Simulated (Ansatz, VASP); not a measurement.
## Two plane-wave programs on Ge

```
CELL_PARAMETERS angstrom
3.09253 0.00000 0.00000
-1.54626 2.67821 0.00000
0.00000 0.00000 4.79145
ATOMIC_POSITIONS crystal
Ge 0.33333 0.66667 0.25000
Ge 0.66667 0.33333 0.75000
```

Alike in both runs: functional RPBE; k mesh 12 × 12 × 7; occupations fermi-dirac, width 0.1 eV; no spin polarisation.

Ansatz relaxed the structure, and its values are those at the end. VASP's run is a single point on that final structure, the one shown.

```csv
,VASP,Ansatz
version,VASP 6.6.1,Ansatz 0.2.0
potentials or method,"VASP PAW PBE potentials, release 64 (Ge_d)","plane waves (420 eV) with PAW, scalar-relativistic"
plane-wave cutoff (eV),520,420
valence electrons in the cell,28,28
```

|  | VASP | Ansatz | Ansatz less VASP |
| --- | --- | --- | --- |
| pressure (GPa) | 0.0 | 0.0 | +0.03 |

The functional is the same, so the differences come from potentials, cutoffs and numerics.

Caveats: the PAW data sets were made with another functional, which shifts forces and pressure a little (VASP).
